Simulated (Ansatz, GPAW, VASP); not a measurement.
# One calculation of InAs, 3 ways

```xyz
2
Lattice="0.0000 3.0180 3.0180 3.0180 0.0000 3.0180 3.0180 3.0180 0.0000" Properties=species:S:1:pos:R:3 pbc="T T T"
In    0.0000    0.0000    0.0000
As    4.5270    4.5270    4.5270
```

Alike in all runs: task single point; functional PBE; k mesh 8 × 8 × 8; occupations gaussian, width 0.019 eV; no spin polarisation; no spin-orbit coupling. A missing gap at this level doesn't show that the real crystal is a metal. Pressure is positive in compression and, in plane waves, holds the error of the finite cutoff.

| program and potentials | plane-wave cutoff (eV) | notes | band gap (eV) | pressure (GPa) |
| --- | --- | --- | --- | --- |
| Ansatz, all-electron LAPW, scalar-relativistic | - | - | no gap | 4.30 |
| VASP, PBE PAW files As, In_d, 520 eV | 520 | - | no gap | 4.36 |
| GPAW, GPAW PAW data sets (gpaw-data 1.2.1) | 600 | - | no gap | 4.04 |

None finds a gap. The pressure spans 4.04 (GPAW, GPAW PAW data sets (gpaw-data 1.2.1)) to 4.36 GPa (VASP, PBE PAW files As, In_d, 520 eV), with all-electron results at 4.30.

The functional is the same throughout but for its coding, so the spread measures potentials, basis and numerics; runs on potential files found faulty are left out.
